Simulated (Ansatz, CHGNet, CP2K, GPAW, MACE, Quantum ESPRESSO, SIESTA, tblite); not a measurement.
# GPAW runs on wurtzite SiC, size series (72 atoms)

Wanted: GPAW inputs and outputs for wurtzite SiC, size series (72 atoms), checked against a plane-wave reference.

Program: GPAW 26.7.0. Level of theory: the method is named at each step. Results are calculated unless marked as measured.

### 1. The starting structure

The cell holds 72 atoms: 36 Si and 36 C. Its edges and angles: a = 9.228 Å, b = 9.228 Å, c = 10.096 Å, α = 90.0°, β = 90.0°, γ = 120.0°. It derives from SiC (wurtzite), repeated 3×3×2. Wurtzite SiC (a = 3.076 Å, c = 5.048 Å), 3 x 3 x 2 conventional cells; ideal positions. Then every atom was moved at random, 0.03 Å r.m.s. a Cartesian component.

The yardstick, on the same geometry:

* method: Kohn-Sham DFT, PBE, SSSP efficiency 1.3.0 pseudopotentials, plane waves (Quantum ESPRESSO 7.5); sssp-pbe-1.3.0-efficiency, cutoffs 45/360 Ry, Γ point
* r.m.s. force component: 0.9835 eV/Å
* longest force: 4.47 eV/Å
* pressure: 5.384 GPa
* gap (highest filled to lowest empty level): 1.994 eV
* time: 89 s on 2 MPI ranks of Arm Neoverse V1, shared host
* CPU time: 3 min

### 2. PBE, LCAO dzp, h 0.2 Å

Method: Kohn-Sham DFT, PBE, PAW, atomic orbitals (dzp).

run.py

```python
import numpy as np
from ase.io import read
from gpaw import GPAW, FermiDirac

atoms = read("structure.xyz")
atoms.calc = GPAW(
    mode="lcao",
    basis="dzp",
    h=0.2,
    xc="PBE",
    kpts={"size": (1, 1, 1), "gamma": True},
    occupations=FermiDirac(0.05),
    maxiter=200,
    symmetry={"point_group": False},
    txt="gpaw.txt",
)
energy = atoms.get_potential_energy(force_consistent=True)
forces = atoms.get_forces()
print(f"energy {energy:.6f} eV")
print("forces (eV/A)")
for i, (a, f) in enumerate(zip(atoms, forces)):
    print(f"{i:4d} {a.symbol:2s} {f[0]:10.5f} {f[1]:10.5f} {f[2]:10.5f}")
print(f"Fermi level {atoms.calc.get_fermi_level():.4f} eV")
for k in range(len(atoms.calc.get_ibz_k_points())):
    for s in range(atoms.calc.get_number_of_spins()):
        e = atoms.calc.get_eigenvalues(kpt=k, spin=s)
        n = np.searchsorted(e, atoms.calc.get_fermi_level())
        print(f"k {k} spin {s} levels about the Fermi level:", np.round(e[max(n - 6, 0):n], 4).tolist(), "|", np.round(e[n:n + 6], 4).tolist())
```

structure.xyz

```xyz
72
Lattice="9.22800 0.00000 0.00000 -4.61400 7.99168 0.00000 0.00000 0.00000 10.09600" Properties=species:S:1:pos:R:3 pbc="T T T"
Si 0.03165 0.07145 0.03200
C -0.03091 1.80085 0.60182
Si -0.00498 1.75673 2.52168
C -4.60099 7.99168 3.14612
Si 4.60809 7.96627 5.05638
C -0.02815 1.74794 5.66527
Si -0.00544 1.82338 7.60188
C 0.00729 0.02621 8.17241
Si 7.66353 2.65268 10.08479
C -1.55492 4.49724 0.63958
Si -1.49494 4.44066 2.51400
C 7.64088 2.71302 3.13683
Si -1.49664 2.64852 5.04225
C -1.52548 4.41428 5.67304
Si -1.58403 4.40014 7.55857
C -1.52437 2.65643 8.20936
Si 6.15586 5.31183 10.02755
C -3.07980 7.10293 0.65775
Si -3.05073 7.06009 2.54207
C -3.05207 5.35906 3.10694
Si 6.13556 5.35131 5.07465
C -3.02978 7.11283 5.70323
Si -3.09830 7.09405 7.56413
C 6.15378 5.32198 8.29195
Si 3.02789 0.03788 0.02060
C 3.10564 1.73619 0.65382
Si 3.12728 1.75657 2.49371
C -1.53660 7.97562 3.09604
Si 3.08741 0.01327 5.01408
C 3.12031 1.73827 5.66688
Si 3.12368 1.79205 7.60138
C 3.05950 0.03269 8.17715
Si 1.55081 2.62503 10.07359
C 1.52622 4.50219 0.62898
Si 1.53226 4.43147 2.51229
C 1.51371 2.65763 3.19165
Si 1.49549 2.66922 5.08233
C 1.54472 4.49188 5.70515
Si 1.56590 4.49980 7.56150
C 1.49973 2.66938 8.19119
Si 0.00581 5.34979 0.02474
C 0.00009 7.10796 0.59879
Si -0.03553 7.07120 2.54056
C -0.03068 5.29968 3.13844
Si -0.02418 5.36689 5.07274
C 0.02335 7.05298 5.66436
Si -0.00747 7.10173 7.51789
C -0.03793 5.28154 8.22975
Si 1.51413 7.95364 10.06814
C 6.18973 1.76496 0.64251
Si 6.14723 1.77591 2.53894
C 1.50518 7.97426 3.14288
Si 1.54426 7.96107 5.11029
C 6.18567 1.80029 5.69737
Si 6.17552 1.75985 7.57049
C 6.10123 0.00727 8.25186
[... 12 atom lines left out ...]
Si 3.06139 5.28698 5.08172
C 3.13286 7.11939 5.68142
Si 3.08367 7.12370 7.59906
C 3.08432 5.30032 8.24843
```

Run with:

```console
$ OMP_NUM_THREADS=1 python run.py > output.txt
```

Log:

```text
energy -511.025566 eV
forces (eV/A)
   0 Si   -0.67178   -2.10432   -0.39352
   1 C     0.85782    0.33151    0.58421
   2 Si   -0.35646    0.65585    0.39698
   3 C    -0.15490   -0.32649   -0.08558
   4 Si    0.99221    0.53035   -0.48597
   5 C     0.87467    0.36457    0.58106
   6 Si   -0.01069   -1.18496   -0.87430
   7 C    -0.29866   -0.02372    0.90120
   8 Si    0.38806    1.37091    0.58067
   9 C     0.54016   -1.36513   -0.65776
  10 Si   -1.84642    0.27513   -0.17939
  11 C     1.13226   -1.41218    0.25292
  12 Si   -0.93665    0.40177   -0.37496
  13 C    -0.68050    0.54552    0.06086
  14 Si    0.92222    0.80720    0.76519
  15 C    -0.88534   -0.16357   -0.21102
  16 Si    0.10867    0.98224    3.61003
  17 C    -0.14958    0.30437   -0.93871
  18 Si   -0.93042    1.32061   -0.63102
  19 C    -0.44891   -1.80800    1.36125
  20 Si    0.88616   -0.30950   -1.22578
  21 C    -0.71016   -0.14281   -0.80778
  22 Si    0.82067    0.47978    0.95426
  23 C    -0.53362    0.02007   -4.63752
[...]
64 Si    0.70245   -0.03908    1.32298
  65 C     0.06375    0.69901   -3.51407
  66 Si   -0.33534    0.48392    3.39679
  67 C    -1.14942   -1.18439   -0.90678
  68 Si    0.45817    1.78161   -0.80192
  69 C    -1.50251   -1.12393    0.68417
  70 Si   -0.21124   -0.23767    0.13678
  71 C     0.18435    1.12165   -1.70075
Fermi level 9.6879 eV
k 0 spin 0 levels about the Fermi level: [7.9068, 7.9129, 8.015, 8.4535, 8.6067, 8.6717] | [10.7148, 10.737, 11.7797, 11.7936, 11.83, 11.8454]
```

gpaw.txt:

```text
Input parameters:
  mode=LCAO(),
  basis={'default': 'dzp'},
  h=0.2,
  kpts=MonkhorstPack(size=(1, 1, 1), gamma=True),
  maxiter=200,
  occupations=Occupations(name='fermi-dirac', width=0.05, fixmagmom=False),
  symmetry=Symmetry(point_group=False),
  xc=XC(name='PBE')
Unit cell  # Å
| periodic |         x |        y |         z |   lengths |     angles |
|----------|-----------|----------|-----------|-----------|------------|
|      yes |  9.228000 | 0.000000 |  0.000000 |  9.228000 |  90.000000 |
|      yes | -4.614000 | 7.991680 |  0.000000 |  9.227998 |  90.000000 |
|      yes |  0.000000 | 0.000000 | 10.096000 | 10.096000 | 120.000008 |
Number of symmetries: 1
Symmetry operations  # r_c * U_cc + t_c -> r_c
|   | kind |            matrix            |
|---|------|------------------------------|
| 0 |  E   |  1, 0, 0,  0, 1, 0,  0, 0, 1 |
BZ-sampling:
  Number of BZ points: 1
  Number of IBZ points: 1
  Monkhorst-Pack size: [1, 1, 1]
  Monkhorst-Pack shift: [0, 0, 0]
[... lines left out ...]
eigensolver:
density mixing:
  MSR1-Mixer
occupation numbers:
  Fermi-Dirac:
    width: 0.0500  # eV
FastPoissonSolver using
    Stencil: 8*3+1=25 point O(h^6) finite-difference Laplacian
xc functional:
  name: PBE with 2 nearest neighbor stencil
interpolation: tri-quintic # 5. degree polynomial
Initialization done in: 8.228 s
convergence criteria:
- Maximum [total energy] change in last 3 cyles: 0.0005 eV / valence electron
- Maximum integral of absolute [dens]ity change: 0.0001 electrons / valence electron
- Maximum integral of absolute [eigenst]ate change: 4e-08 eV^2 / valence electron
maximum number of iterations: 200
SCF iterations
|iter     |      energy | eigst |  dens |
|---------|-------------|-------|-------|
|iter:   1| -556.517498 |      c|       |
|iter:   2| -545.873813 |      c| -0.60 |
|iter:   3| -510.572112 |      c| -0.65 |
|iter:   4| -510.928651 |      c| -1.34 |
|iter:   5| -511.131586 |      c| -1.69 |
|iter:   6| -511.025813 |      c| -2.25 |
|iter:   7| -511.025714c|      c| -3.00 |
|iter:   8| -511.025632c|      c| -3.41 |
|iter:   9| -511.025568c|      c| -3.72 |
|iter:  10| -511.025566c|      c| -4.44c|
Converged in 10 steps
SCF loop duration: 136.815 s (13.681 s/step)
Energy contributions relative to reference atoms: (reference = -320903.005165)
Energy contributions:
  Kinetic:         585.265854
  Coulomb:        -468.245744
  Zero:              4.665976
  External:          0.000000
  Xc:             -632.711652
  Entropy:          -0.000000
  Spinorbit:         0.000000
  ----------------------------
  Free energy:    -511.025566
  Extrapolated:   -511.025566
dipole moment: (-19.011831, -6.930449, 34.220996)  # |e|*Ang
Fermi level: 9.688
Eigenvalues  # (at kpt = [0.000, 0.000, 0.000])
| band index |      eig [eV] | occ [0-2] |
|------------|---------------|-----------|
|          0 |        -7.177 |     2.000 |
|        ... |               |           |
|        136 |         7.745 |     2.000 |
|        137 |         7.808 |     2.000 |
[...]
|        151 |        11.894 |     0.000 |
|        ... |               |           |
|        176 |        14.498 |     0.000 |
Gap: 2.043 eV
Transition (v -> c):
  (s=0, k=0, n=143, [0.00, 0.00, 0.00]) -> (s=0, k=0, n=144, [0.00, 0.00, 0.00])
No difference between direct/indirect transitions
Force computation time: 35.106  # s
timing:  # [seconds]
  Total:  180.182  # ━━━━━━━━━━━━━━━━━━━━━━━━━━━━━━━━━━━━━━━━━━━━━━━━━━━━━━━━
  Init:     8.227  # ━━╸
  SCF:    136.815  # ━━━━━━━━━━━━━━━━━━━━━━━━━━━━━━━━━━━━━━━━━━╸
  Forces:  35.106  # ━━━━━━━━━━━
```

Run time: 3 min. Hardware: 1 thread of Arm Neoverse V1, shared host; peak memory 0.94 GiB.

Banners, paths, timers and routine set-up lines are dropped from the logs unmarked, and long logs keep their key lines alone; longer cuts are marked.

Compared with the plane-wave run:

* r.m.s. force component: 1.027 eV/Å
* r.m.s. difference of force components: 51.02 meV/Å
* longest difference of force vectors: 199.1 meV/Å
* force difference over r.m.s. force: 5.188 %
* slope of forces against the reference's: 1.043
* correlation of force components: 0.9996
* gap (highest filled to lowest empty level): 2.043 eV
* gap difference: 0.0487 eV

Length of the force difference by element (eV/Å):

```csv
element,atoms,mean,most
C,36,0.087,0.20
Si,36,0.076,0.14
```

Levels nearest the highest filled one (eV from it): -0.76, -0.76, -0.66, -0.22, -0.07, 0.00, 2.04, 2.07, 3.11, 3.12, 3.16, 3.17.

Local excerpt of 9 atoms (numbers count through the whole input) about C24, which bears the longest force; x, y, z are measured from there.

```csv
atom,x,y,z,distance (Å),bonds,Fx,Fy,Fz (eV/Å)
C24,0.00,0.00,0.00,0.00,4,-0.53,0.02,-4.64
Si17,0.00,-0.01,1.74,1.74,4,0.11,0.98,3.61
Si15,1.49,-0.92,-0.73,1.90,4,0.92,0.81,0.77
Si23,-0.02,1.77,-0.73,1.92,4,0.82,0.48,0.95
Si63,-1.55,-0.87,-0.80,1.95,4,0.53,-0.28,3.12
C58,-1.51,-0.85,2.39,2.95,4,-1.18,-1.52,0.45
C10,1.52,-0.82,2.44,2.99,4,0.54,-1.37,-0.66
C48,3.04,-0.04,-0.06,3.04,4,0.56,0.99,-1.15
C18,-0.01,1.78,2.46,3.04,4,-0.15,0.30,-0.94
```

Atoms are counted from 1 here, from 0 in the log.

Forces lie 5.2 % from the reference's, at 1.0 times its CPU time (on 1 against 2 cores).

### 3. PBE, LCAO sz(dzp), h 0.2 Å

Method: Kohn-Sham DFT, PBE, PAW, atomic orbitals (sz(dzp)).

run.py, as its differences from that of step 2:

```diff
@@ -7,3 +7,3 @@
     mode="lcao",
-    basis="dzp",
+    basis="sz(dzp)",
     h=0.2,
```

structure.xyz is that of step 2.

Log:

```text
energy -452.928658 eV
forces (eV/A)
   0 Si   -1.15061   -2.67725   -0.83386
   1 C     0.91938    0.46497    0.89018
   2 Si   -0.48571    0.93318    0.07629
   3 C    -0.16386   -0.57137    0.00198
   4 Si    1.27073    0.63356   -0.65902
   5 C     0.88816    0.24159    0.91530
   6 Si   -0.01035   -1.43937   -1.42624
   7 C    -0.23011    0.13906    1.27758
   8 Si    0.67178    1.66654    0.51337
   9 C     0.58428   -1.55959   -0.61719
  10 Si   -2.32171    0.21936   -0.22428
  11 C     1.38949   -1.58382    0.44159
  12 Si   -1.27017    0.49774   -0.65436
  13 C    -0.74220    0.60014    0.18379
  14 Si    0.98178    0.87796    0.81119
  15 C    -1.00475   -0.16535   -0.04725
  16 Si    0.02028    1.38267    4.14831
  17 C    -0.18754    0.09373   -0.81375
  18 Si   -1.09381    1.73715   -0.94281
  19 C    -0.46039   -2.25327    1.68396
  20 Si    0.92442   -0.63731   -1.73158
  21 C    -0.84691   -0.07219   -0.79792
  22 Si    0.99332    0.56477    0.96298
  23 C    -0.62380   -0.01636   -5.11706
[...]
64 Si    0.95249   -0.04010    1.20002
  65 C     0.09615    0.82812   -4.01165
  66 Si   -0.42727    0.61291    4.13740
  67 C    -1.37054   -1.28936   -0.95568
  68 Si    0.66737    2.20946   -1.18693
  69 C    -1.68880   -1.46159    0.92953
  70 Si   -0.31301   -0.33773    0.08135
  71 C     0.27307    1.31295   -1.77781
Fermi level 10.7265 eV
k 0 spin 0 levels about the Fermi level: [8.4049, 8.4287, 8.5501, 9.2052, 9.4202, 9.5261] | [13.8072, 13.9081, 13.9552, 13.9913, 14.0701, 14.1561]
```

gpaw.txt:

```text
Input parameters:
  mode=LCAO(),
  basis={'default': 'sz(dzp)'},
  h=0.2,
  kpts=MonkhorstPack(size=(1, 1, 1), gamma=True),
  maxiter=200,
  occupations=Occupations(name='fermi-dirac', width=0.05, fixmagmom=False),
  symmetry=Symmetry(point_group=False),
  xc=XC(name='PBE')
Unit cell  # Å
| periodic |         x |        y |         z |   lengths |     angles |
[... lines left out ...]
  Fermi-Dirac:
[... lines left out ...]
convergence criteria:
- Maximum [total energy] change in last 3 cyles: 0.0005 eV / valence electron
[... lines left out ...]
Converged in 9 steps
[... lines left out ...]
  Free energy:    -452.928658
  Extrapolated:   -452.928658
dipole moment: (-23.775492, -4.149419, 32.604494)  # |e|*Ang
Fermi level: 10.727
Eigenvalues  # (at kpt = [0.000, 0.000, 0.000])
| band index |      eig [eV] | occ [0-2] |
|------------|---------------|-----------|
|          0 |        -7.231 |     2.000 |
|        ... |               |           |
|        136 |         8.143 |     2.000 |
|        137 |         8.274 |     2.000 |
[...]
|        151 |        14.222 |     0.000 |
|        ... |               |           |
|        176 |        16.595 |     0.000 |
Gap: 4.281 eV
Transition (v -> c):
  (s=0, k=0, n=143, [0.00, 0.00, 0.00]) -> (s=0, k=0, n=144, [0.00, 0.00, 0.00])
No difference between direct/indirect transitions
Force computation time: 6.871  # s
timing:  # [seconds]
  Total:  41.127  # ━━━━━━━━━━━━━━━━━━━━━━━━━━━━━━━━━━━━━━━━━━━━━━━━━━━━━━━━━
  Init:    5.997  # ━━━━━━━━╸
  SCF:    28.230  # ━━━━━━━━━━━━━━━━━━━━━━━━━━━━━━━━━━━━━━━
  Forces:  6.871  # ━━━━━━━━━╸
```

It took 43 s on 1 thread; peak memory 0.7 GiB.

Numbers from this run, and their distance from the reference:

| Property | Result |
| --- | --- |
| r.m.s. force component | 1.225 eV/Å |
| r.m.s. difference of force components | 286.4 meV/Å |
| longest difference of force vectors | 977.5 meV/Å |
| force difference over r.m.s. force | 29.12 % |
| slope of forces against the reference's | 1.233 |
| correlation of force components | 0.9902 |
| gap (highest filled to lowest empty level) | 4.281 eV |
| gap difference | 2.287 eV |

This is a coarse setting, run to see what it loses.

Against the first run (5.2 %), the force difference from the reference is 29 %, at 0.23 times the CPU time, with 288 basis functions against 936: the smaller basis costs accuracy.

### 4. PBE, LCAO szp(dzp), h 0.2 Å

Method: Kohn-Sham DFT, PBE, PAW, atomic orbitals (szp(dzp)).

run.py, as its differences from that of step 3:

```diff
@@ -7,3 +7,3 @@
     mode="lcao",
-    basis="sz(dzp)",
+    basis="szp(dzp)",
     h=0.2,
```

structure.xyz is that of step 3.

Log:

```text
energy -498.246334 eV
forces (eV/A)
   0 Si   -0.69435   -2.17575   -0.41386
   1 C     0.84694    0.36287    0.57217
   2 Si   -0.34546    0.65462    0.43717
   3 C    -0.14211   -0.34980   -0.10749
   4 Si    1.01085    0.50056   -0.50374
   5 C     0.83922    0.32871    0.60478
   6 Si    0.02186   -1.21205   -0.89271
   7 C    -0.29067    0.01031    0.89470
   8 Si    0.36383    1.44976    0.63369
   9 C     0.52229   -1.36560   -0.68142
  10 Si   -1.89686    0.27181   -0.16640
  11 C     1.13579   -1.39062    0.23950
[...]
67 C    -1.14536   -1.17541   -0.90400
  68 Si    0.41827    1.82830   -0.84745
  69 C    -1.48746   -1.17439    0.69809
  70 Si   -0.21625   -0.22620    0.14455
  71 C     0.21275    1.10634   -1.74482
Fermi level 9.7129 eV
k 0 spin 0 levels about the Fermi level: [7.7279, 7.7356, 7.8411, 8.2476, 8.4356, 8.5062] | [11.0121, 11.0449, 11.8025, 11.8168, 11.8612, 11.8768]
```

gpaw.txt:

```text
Input parameters:
  mode=LCAO(),
  basis={'default': 'szp(dzp)'},
  h=0.2,
  kpts=MonkhorstPack(size=(1, 1, 1), gamma=True),
  maxiter=200,
  occupations=Occupations(name='fermi-dirac', width=0.05, fixmagmom=False),
  symmetry=Symmetry(point_group=False),
  xc=XC(name='PBE')
[... lines left out ...]
  Fermi-Dirac:
[... lines left out ...]
convergence criteria:
- Maximum [total energy] change in last 3 cyles: 0.0005 eV / valence electron
[... lines left out ...]
Converged in 9 steps
[... lines left out ...]
  Free energy:    -498.246334
[... lines left out ...]
Fermi level: 9.713
[... lines left out ...]
|          0 |        -7.299 |     2.000 |
|        ... |               |           |
|        136 |         7.556 |     2.000 |
|        137 |         7.625 |     2.000 |
[...]
|        151 |        11.937 |     0.000 |
|        ... |               |           |
|        176 |        14.532 |     0.000 |
Gap: 2.506 eV
Transition (v -> c):
  (s=0, k=0, n=143, [0.00, 0.00, 0.00]) -> (s=0, k=0, n=144, [0.00, 0.00, 0.00])
No difference between direct/indirect transitions
Force computation time: 26.265  # s
timing:  # [seconds]
  Total:  127.596  # ━━━━━━━━━━━━━━━━━━━━━━━━━━━━━━━━━━━━━━━━━━━━━━━━━━━━━━━━
  Init:     7.209  # ━━━
  SCF:     94.092  # ━━━━━━━━━━━━━━━━━━━━━━━━━━━━━━━━━━━━━━━━━╸
  Forces:  26.265  # ━━━━━━━━━━━╸
```

Run time: 2.2 min. Hardware: 1 thread; peak memory 0.9 GiB.

Against the reference:

| Quantity | Value |
| --- | --- |
| r.m.s. force component | 1.051 eV/Å |
| r.m.s. difference of force components | 76.72 meV/Å |
| longest difference of force vectors | 255.7 meV/Å |
| force difference over r.m.s. force | 7.801 % |
| slope of forces against the reference's | 1.068 |
| correlation of force components | 0.9993 |
| gap (highest filled to lowest empty level) | 2.506 eV |
| gap difference | 0.5115 eV |

This is a coarse setting, run to see what it loses.

Against the first run (5.2 %), the force difference from the reference is 7.8 %, at 0.71 times the CPU time, with 648 basis functions against 936: the smaller basis costs accuracy.

[end of part 1 of 2]

[Also dropped from logs without a mark: logging warnings of Python, and SIESTA's first energy breakdown and zero terms.]

[Logs are printed without paths, hosts, clocks, repeated set-up lines and the standing remarks that a program may print on its own settings, such as how far it seeks lower states.]

[Hosts, paths, dates, database ids (printed as entryN), source tags and the programs' standing remarks are cut or masked in the printed files.]
